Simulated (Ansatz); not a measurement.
Se started on a Cd site in wurtzite CdSe, 96 atoms, charge +1

All numbers come from Ansatz (PAW, plane waves, no spin–orbit coupling) at the single k point (¼, ¼, ¼) without its symmetry partners. The atoms were relaxed with PBEsol in a fixed cell; other functionals are single points on those atoms unless said otherwise. The valence top and gap of the host come from its small cell on a dense mesh, with the band extrema sought between the mesh points, lined up by the mean potential, PBEsol gap 0.54 eV, r²SCAN gap 1.16 eV. The charge correction uses an assumed dielectric constant of 9.5.

Cell: a = 12.907 Å, b = 14.903 Å, c = 14.042 Å, α = 90.00°, β = 90.00°, γ = 90.00°.

Nearest atoms after relaxation, from the placed atom (for vacancies from the middle of the vacant sites): Se at 2.56 Å, Se at 2.56 Å, Se at 2.57 Å, Se at 3.09 Å.

Chemical potentials μ are those of reference phases of the elements at zero temperature by the same functional (the usual solids, diamond for C, grey Sn, and the molecules H2, N2, O2, F2, Cl2, Br2 and S8).

| functional | E(defect) − E(host) − Σ nμ + q·E_VBM (eV) | monopole (eV) | alignment (eV) | formation energy at E_F = VBM (eV) | moment (μB) | wall time, shared host |
| --- | --- | --- | --- | --- | --- | --- |
| PBEsol | 2.30 | 0.15 | -0.06 | 2.39 | 1.0 | 47 s on NVIDIA GB300 (relaxation) |

(1) Estimate the formation energy and moment that r²SCAN gives on these atoms.

r²SCAN one-electron levels near the gap (the ten most localised at most), from the host's valence top, not corrected for the charge's images:

| level (eV) | spin | filling | atoms sharing it | element of the atom with most weight |
| --- | --- | --- | --- | --- |
| -0.16 | down | 1.00 | 62.7 | spread |
| -0.16 | up | 1.00 | 62.8 | spread |
| -0.09 | up | 1.00 | 63.8 | spread |
| -0.08 | down | 1.00 | 62.6 | spread |
| -0.05 | up | 1.00 | 9.2 | Se |
| 0.62 | down | 0.00 | 4.6 | Se |

All elements are taken at their own reference at once; growth conditions in equilibrium with the host shift these energies, by up to the host's formation enthalpy.

One k point and a cell of this size can leave errors of several tenths of an eV in such numbers.

Answers

(1) 2.80 eV at E_F = VBM (2.71 eV before the monopole term 0.15 eV and the alignment -0.06 eV), moment 1.0 μB.
